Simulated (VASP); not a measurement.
# TiS2 (P-3m1) in VASP: further runs

The runs below take TiS2 through relaxation of cell and atoms, with PBE.

All numbers are computed with VASP 6.6.1; they aren't measurements. Logs are shortened: lines on timing, memory, paths and dates and some standing lists are left out, and cuts for length are marked.

### Step 1. The crystal as given

Symmetry: P-3m1, No. 164, trigonal system. The conventional cell has a = 3.393 Å, b = 3.393 Å, c = 5.760 Å, α = 90.00°, β = 90.00°, γ = 120.00°. Around Ti (site symmetry -3m) lie 6 S at 2.45 Å. Around S (site symmetry 3m) lie 3 Ti at 2.45 Å.

The cell was built by a generator and needn't be a form met in nature.

### Step 2. Relaxation of cell and atoms, PBE

Input file INCAR:

```
PREC = Accurate
ENCUT = 600
EDIFF = 1E-6
ISMEAR = 1
SIGMA = 0.1
LREAL = False
LASPH = True
NELM = 80
ALGO = Normal
ISIF = 3
LWAVE = False
LCHARG = False
GGA = PE
IBRION = 2
NSW = 90
EDIFFG = -0.01
```

Input file KPOINTS:

```
regular mesh
0
Gamma
  12 12 7
```

Input file POSCAR:

```
TiS2
1.0
    3.3925619100      0.0000000000      0.0000000000
   -1.6962809600      2.9380448000      0.0000000000
    0.0000000000      0.0000000000      5.7604473200
Ti S
1 2
Direct
    0.0000000000      0.0000000000      0.0000000000
    0.3333333300      0.6666666700      0.2552000000
    0.6666666700      0.3333333300      0.7448000000
```

Potentials or basis: VASP PAW PBE potentials, release 64 (Ti_sv, S).

Launch:

```sh
> cat potpaw_PBE.64/Ti_sv/POTCAR potpaw_PBE.64/S/POTCAR > POTCAR
> mpirun -np 1 vasp_std > vasp.out
```

OUTCAR:

```text
PREC = Accurate
   ENCUT = 600
   EDIFF = 1E-6
   ISMEAR = 1
   LREAL = False
   LASPH = True
   NELM = 80
   ISIF = 3
   GGA = PE
   IBRION = 2
   NSW = 90
   EDIFFG = -0.01

 ion  position               nearest neighbor table
   1  0.000  0.000  0.000-   2 2.45   3 2.45   3 2.45   2 2.45   3 2.45   2 2.45
   2  0.333  0.667  0.255-   1 2.45   1 2.45   1 2.45
   3  0.667  0.333  0.745-   1 2.45   1 2.45   1 2.45

  LATTYP: Found a hexagonal cell.
 ALAT       =     3.3925619100
 C/A-ratio  =     1.6979638022

  Lattice vectors:

 A1 = (   3.3925619100,   0.0000000000,   0.0000000000)
 A2 = (  -1.6962809600,   2.9380448000,   0.0000000000)
 A3 = (   0.0000000000,   0.0000000000,   5.7604473200)

Analysis of symmetry for initial positions (statically):
=====================================================================
 Subroutine PRICEL returns:
 Original cell was already a primitive cell.

 Routine SETGRP: Setting up the symmetry group for a
 hexagonal supercell.

 Subroutine GETGRP returns: Found 12 space group operations
 (whereof 12 operations were pure point group operations)
 out of a pool of 24 trial point group operations.

The static configuration has the point symmetry D_3d.

Analysis of symmetry for dynamics (positions and initial velocities):
=====================================================================
 Subroutine PRICEL returns:
 Original cell was already a primitive cell.

 Routine SETGRP: Setting up the symmetry group for a
 hexagonal supercell.

 Subroutine GETGRP returns: Found 12 space group operations
 (whereof 12 operations were pure point group operations)
 out of a pool of 24 trial point group operations.

The dynamic configuration has the point symmetry D_3d.

 Subroutine INISYM returns: Found 12 space group operations
 (whereof 12 operations are pure point group operations),
 and found     1 'primitive' translations

----------------------------------------------------------------------------------------

                                     Primitive cell

  volume of cell :      57.4173

  direct lattice vectors                    reciprocal lattice vectors
     3.392561910  0.000000000  0.000000000     0.294762491  0.170181204  0.000000000
    -1.696280960  2.938044800  0.000000000     0.000000000  0.340362407  0.000000000
     0.000000000  0.000000000  5.760447320     0.000000000  0.000000000  0.173597630

  length of vectors
     3.392561910  3.392561914  5.760447320     0.340362407  0.340362407  0.173597630

  position of ions in fractional coordinates (direct lattice)
     0.000000000  0.000000000  0.000000000
     0.333333330  0.666666670  0.255200000
     0.666666670  0.333333330  0.744800000

  ion indices of the primitive-cell ions
   primitive index   ion index
                 1           1
                 2           2
                 3           3

----------------------------------------------------------------------------------------

 KPOINTS: regular mesh

Automatic generation of k-mesh.
 Grid dimensions read from file:
 generate k-points for:   12   12    7

 Generating k-lattice:

  Cartesian coordinates                     Fractional coordinates (reciprocal lattice)
     0.024563541  0.014181767  0.000000000     0.083333333  0.000000000  0.000000000
     0.000000000  0.028363534  0.000000000     0.000000000  0.083333333  0.000000000
     0.000000000  0.000000000  0.024799661     0.000000000  0.000000000  0.142857143

  Length of vectors
     0.028363534  0.028363534  0.024799661

  Shift w.r.t. Gamma in fractional coordinates (k-lattice)
     0.000000000  0.000000000  0.000000000

 Subroutine IBZKPT returns following result:
 ===========================================

 Found    112 irreducible k-points:

 Following reciprocal coordinates:
            Coordinates               Weight
  0.000000  0.000000  0.000000      1.000000
  0.083333  0.000000  0.000000      6.000000
  0.166667  0.000000  0.000000      6.000000
  0.250000  0.000000  0.000000      6.000000
  0.333333  0.000000  0.000000      6.000000
  0.416667  0.000000  0.000000      6.000000
[... 16 lines left out ...]
  0.166667  0.000000  0.142857      6.000000
  0.000000  0.166667  0.142857      6.000000
 [... further k-points ...]
   k-points           NKPTS =    112   k-points in BZ     NKDIM =    112   number of bands    NBANDS=     16
   number of dos      NEDOS =    301   number of ions     NIONS =      3
   total plane-waves  NPLWV =  37632
   dimension x,y,z NGX =    28 NGY =   28 NGZ =   48
   dimension x,y,z NGXF=    56 NGYF=   56 NGZF=   96
   ions per type =               1   2
   NGX,Y,Z   is equivalent  to a cutoff of  13.72, 13.72, 13.85 a.u.
   NGXF,Y,Z  is equivalent  to a cutoff of  27.44, 27.44, 27.71 a.u.
 SYSTEM =  unknown system
   PREC   = accura    normal or accurate (medium, high low for compatibility)
   ISTART =      0    job   : 0-new  1-cont  2-samecut
   ICHARG =      2    charge: 1-file 2-atom 10-const
   ISPIN  =      1    spin polarized calculation?
   LNONCOLLINEAR =      F non collinear calculations
   LSORBIT =      F    spin-orbit coupling
   LASPH  =      T    aspherical Exc in radial PAW
   ENCUT  =  600.0 eV  44.10 Ry    6.64 a.u.   6.78  6.78 11.51*2*pi/ulx,y,z
   NELM   =     80;   NELMIN=  2; NELMDL= -5     # of ELM steps
   EDIFF  = 0.1E-05   stopping-criterion for ELM
   LREAL  =      F    real-space projection
   EDIFFG = -.1E-01   stopping-criterion for IOM
   NSW    =     90    number of steps for IOM
   IBRION =      2    ionic relax: 0-MD 1-quasi-New 2-CG
   NFREE  =      1    steps in history (QN), initial steepest desc. (CG)
   ISIF   =      3    stress and relaxation
   ISYM   =      2    0-nonsym 1-usesym 2-fastsym
   POTIM  = 0.5000    time-step for ionic-motion
   TEBEG  =    0.0;   TEEND  =   0.0 temperature during run
   PSTRESS=    0.0 pullay stress
   NELECT =      24.0000    total number of electrons
   NUPDOWN=      -1.0000    fix difference up-down
   EMIN   =  10.00;   EMAX   =-10.00  energy-range for DOS
   EFERMI =   0.00;   METHOD = LEGACY
   ISMEAR =     1;   SIGMA  =   0.10  broadening in eV -4-tet -1-fermi 0-gaus
   EFERMI_NEDOS =   21; number of points for ismear=-14 and -15
   IALGO  =     38    algorithm
   IMIX   =      4    mixing-type and parameters
     AMIX     =   0.40;   BMIX     =  1.00
     AMIX_MAG =   1.60;   BMIX_MAG =  1.00
  volume/ion in A,a.u.               =      19.14       129.16
  Fermi-wavevector in a.u.,A,eV,Ry     =   1.224046  2.313112 20.385458  1.498289
  Thomas-Fermi vector in A             =   2.359135
   LORBIT       =      0    0 simple, 1 ext, 2 COOP (PROOUT), +10 PAW based schemes
   GGA     = PE    functional components
   LHFCALC =     F    Hartree Fock is set to
   AEXX    =    0.0000 exact exchange contribution
   IVDW    =     0    specifies the selected vdW correction
   LEPSILON=     F    determine dielectric tensor
   LRPA    =     F    only Hartree local field effects (RPA)
 conjugate gradient relaxation of ions
 non-spin polarized calculation
 Methfessel and Paxton  Order N= 1 SIGMA  =   0.10
  energy-cutoff  :      600.00
  volume of cell :       57.42
 maximum number of plane-waves:      1928
   NGX = 13   NGY = 13   NGZ = 23

--------------------------------------- Ionic step        1  -------------------------------------------

 number of electron      24.0000002 magnetization

 Free energy of the ion-electron system (eV)
  ---------------------------------------------------
  ext. energy  EPLUGINS =         0.00000000
  ---------------------------------------------------
  free energy    TOTEN  =       -19.90580313 eV

  energy without entropy =      -19.90596209  energy(sigma->0) =      -19.90585612

------------------------ aborting loop because EDIFF is reached ----------------------------------------

  FORCE on cell =-STRESS in cart. coord.  units (eV):
  Direction    XX          YY          ZZ          XY          YZ          ZX
  --------------------------------------------------------------------------------------
  -------------------------------------------------------------------------------------
  Total       -0.2791327     -0.2791327     -0.8923371      0.0000000      0.0000000      0.0000000
  in kB       -7.7889483     -7.7889483    -24.8998732      0.0000000      0.0000000      0.0000000
  external PRESSURE =     -13.4925900 kB  Pullay stress =       0.0000000 kB
[... 92 lines left out ...]
  FREE ENERGIE OF THE ION-ELECTRON SYSTEM (eV)
  ---------------------------------------------------
  free  energy   TOTEN  =       -19.9221549327 eV

  energy  without entropy=      -19.9221494119  energy(sigma->0) =      -19.92215309

 E-fermi :   5.4337     XC(G=0): -10.0970

 val. band max:        5.4251873900   @ k =   0.0000   0.4167   0.4286
 cond. band min:       5.4830136470   @ k =   0.0000   0.4167   0.2857
 fundamental gap:      0.0578262570
 Fermi energy:         5.4337033331

 k-point     1 :       0.0000    0.0000    0.0000
  band No.  band energies     occupation
      1     -52.2171      2.00000
      2     -28.4410      2.00000
      3     -28.3953      2.00000
      4     -28.3953      2.00000
      5      -8.3138      2.00000
      6      -6.6554      2.00000
[... 433 lines left out ...]
      3     -28.4280      2.00000
      4     -28.4027      2.00000
      5      -7.9524      2.00000
      6      -6.6564      2.00000
[... 8 lines left out ...]
     15       6.9953     -0.00000
     16       8.5375      0.00000

 [... further k-points ...]

[... ionic steps 4 to 25 ...]

--------------------------------------- Ionic step       26  -------------------------------------------

 number of electron      23.9999999 magnetization

------------------------ aborting loop because EDIFF is reached ----------------------------------------
[... 69 lines left out ...]
--------------------------------------- Ionic step       28  -------------------------------------------

 number of electron      23.9999999 magnetization

 Free energy of the ion-electron system (eV)
  ---------------------------------------------------
  ext. energy  EPLUGINS =         0.00000000
  ---------------------------------------------------
  free energy    TOTEN  =       -19.96289322 eV

  energy without entropy =      -19.96256472  energy(sigma->0) =      -19.96278372

 E-fermi :   4.0668     XC(G=0):  -9.2395

 val. band max:        4.0602155767   @ k =   0.0000   0.0000   0.2857
 cond. band min:       4.0728308514   @ k =   0.0000   0.0000   0.1429
 fundamental gap:      0.0126152747
 Fermi energy:         4.0667966952

 k-point     1 :       0.0000    0.0000    0.0000
  band No.  band energies     occupation
      1     -53.6646      2.00000
      2     -29.8881      2.00000
      3     -29.8389      2.00000
      4     -29.8389      2.00000
      5      -9.5128      2.00000
      6      -8.2022      2.00000
[... 433 lines left out ...]
      3     -29.8707      2.00000
      4     -29.8462      2.00000
      5      -9.1908      2.00000
      6      -8.1311      2.00000
[... 8 lines left out ...]
     15       5.5231     -0.00000
     16       6.9966      0.00000

 [... further k-points ...]
[... 5 lines left out ...]
  --------------------------------------------------------------------------------------
  -------------------------------------------------------------------------------------
  Total        0.0190568      0.0190568     -0.0196243     -0.0000000      0.0000000      0.0000000
  in kB        0.4665167      0.4665167     -0.4804099     -0.0000000      0.0000000      0.0000000
  external PRESSURE =       0.1508745 kB  Pullay stress =       0.0000000 kB
[... 18 lines left out ...]
  FREE ENERGIE OF THE ION-ELECTRON SYSTEM (eV)
  ---------------------------------------------------
  free  energy   TOTEN  =       -19.9628932155 eV

  energy  without entropy=      -19.9625647204  energy(sigma->0) =      -19.96278372

 reached required accuracy - stopping structural energy minimisation
```

Run time: 18 min. Hardware: 1 thread of Intel Xeon Platinum 8488C (Sapphire Rapids), shared host; peak memory 0.27 GiB.

What came out:

* Free energy: -19.9629 eV
* Relaxed volume: 21.82 Å³/atom
* Relaxed cell: a = 3.412 Å, b = 3.412 Å, c = 6.492 Å, α = 90.00°, β = 90.00°, γ = 120.00°
* Space group after relaxing (to 0.05 Å): P-3m1 (No. 164)
* Energy gained by relaxing: 19.0 meV/atom
* Ionic steps: 28
* Pressure after relaxing: 0.0 GPa
* Largest force after relaxing: 0.004 eV/Å
* Band gap on the k mesh: none (metal or under the smearing width)

Forces on the atoms (eV/Å):
```
Ti   0.000  0.000  0.000
S    0.000  0.000 -0.004
S    0.000  0.000  0.004
```

Stress tensor (GPa, compression positive):
```
 0.05  0.00  0.00
 0.00  0.05  0.00
 0.00  0.00 -0.05
```

Step by step:
| step | energy change (eV) | largest force (eV/Å) | pressure (GPa) | volume (Å³) |
| --- | --- | --- | --- | --- |
| 1 | 0.0000 | 0.5948 | -1.35 | 57.42 |
| 2 | -0.0117 | 0.0741 | 2.70 | 56.09 |
| 3 | -0.0164 | 0.1649 | 1.22 | 56.54 |
| 4 | -0.0249 | 0.1299 | 0.64 | 57.35 |
| 5 | -0.0295 | 0.0835 | -0.13 | 58.55 |
| 6 | -0.0356 | 0.0372 | 0.13 | 58.95 |
| 7 | -0.0462 | 0.1095 | 0.91 | 60.11 |
| 8 | -0.0380 | 0.4392 | 2.92 | 62.37 |
| 9 | -0.0463 | 0.2638 | 1.80 | 61.04 |
| 10 | -0.0482 | 0.2363 | 1.63 | 61.32 |
| 11 | -0.0527 | 0.1550 | 1.07 | 62.17 |
| 12 | -0.0568 | 0.0001 | 0.07 | 63.87 |
| 13 | -0.0568 | 0.0244 | -0.05 | 64.15 |
| 14 | -0.0568 | 0.0342 | -0.12 | 64.26 |
| 15 | -0.0569 | 0.0316 | -0.11 | 64.31 |
| 16 | -0.0570 | 0.0242 | -0.05 | 64.46 |
| 17 | -0.0571 | 0.0081 | 0.06 | 64.75 |
| 18 | -0.0571 | 0.0020 | 0.10 | 64.87 |
| 19 | -0.0570 | 0.0041 | 0.14 | 64.98 |
| 20 | -0.0571 | 0.0014 | 0.08 | 65.18 |
| 21 | -0.0571 | 0.0063 | 0.03 | 65.36 |
| 22 | -0.0571 | 0.0081 | 0.05 | 65.42 |
| 23 | -0.0571 | 0.0111 | -0.01 | 65.54 |
| 24 | -0.0571 | 0.0103 | -0.02 | 65.52 |
| 25 | -0.0571 | 0.0091 | -0.01 | 65.47 |
| 26 | -0.0571 | 0.0081 | -0.02 | 65.45 |
| 27 | -0.0571 | 0.0079 | 0.00 | 65.43 |
| 28 | -0.0571 | 0.0040 | 0.02 | 65.45 |

Final structure:
```
CELL_PARAMETERS angstrom
3.41185 0.00000 0.00000
-1.70593 2.95475 0.00000
0.00000 0.00000 6.49206
ATOMIC_POSITIONS crystal
Ti 0.00000 0.00000 0.00000
S 0.33333 0.66667 0.21892
S 0.66667 0.33333 0.78108
```

Levels at points of the mesh, in eV from the Fermi level:
| k point | band 9 | band 10 | band 11 | band 12 | band 13 | band 14 | band 15 | band 16 |
| --- | --- | --- | --- | --- | --- | --- | --- | --- |
| (0.00, 0.00, 0.00) | -2.77 | -0.83 | 0.01 | 0.01 | 0.43 | 0.43 | 0.90 | 3.55 |
| (0.50, 0.00, 0.00) | -2.87 | -2.72 | -2.19 | -1.44 | 0.11 | 1.46 | 1.85 | 3.62 |

Caveat: this functional lacks dispersion, which binds the layers, so the pressure and a relaxed spacing across them are unreliable.

[end of part 1 of 2]
